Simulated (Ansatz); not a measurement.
# CdSe: what the electron mass says about interband coupling

The calculation used DFT PBE, scalar-relativistic, plane waves, PAW in Ansatz.

Plane waves to 420 eV, a k mesh through Γ of 12×12×6 on the computed 4-atom cell and Gaussian smearing (0.02 eV); no spin polarisation.

Relaxed cell: P6_3mc, a = 4.383 Å, b = 4.383 Å, c = 7.154 Å, α = 90.00°, β = 90.00°, γ = 120.00°, 4 atoms in the primitive cell.

The direct gap at Γ is 0.544 eV, and at Γ the conduction band has a mass of 0.0602 mₑ and the lightest hole 0.0688 mₑ, both along x.

Q: Use two-band k·p theory to get the Kane energy. As an exercise, what mass follows if the true gap is 1.5 times the computed one (semilocal functionals can miss by more, threefold or worse in zinc and cadmium oxides)?

A: Coupling to the valence top alone gives mₑ/m* = 1 + E_P/E_g, so E_P = E_g (mₑ/m* − 1) = 0.544 × (16.61 − 1) = 8.5 eV. The light hole is the mirror band, mₑ/mₗₕ = E_P/E_g − 1, and gives 8.4 eV; the spread shows what other bands add. Fits to experiment give about 15 to 31 eV for common tetrahedral semiconductors; the figure from the electron is a net one, lowered by higher conduction bands, and semilocal functionals tend to give less. The masses are differences over ±0.02 1/Å, where the band is already less curved, so E_P is about 4 % low. With E_P fixed and E_g = 0.82 eV the mass becomes 0.0877 mₑ: in this model the mass grows with the gap, in proportion where E_P ≫ E_g, which is why functionals that close gaps give light electrons. A correction that opens the gap also strengthens the coupling, so the true mass usually rises less. Remote bands and spin-orbit splitting are left out of the model.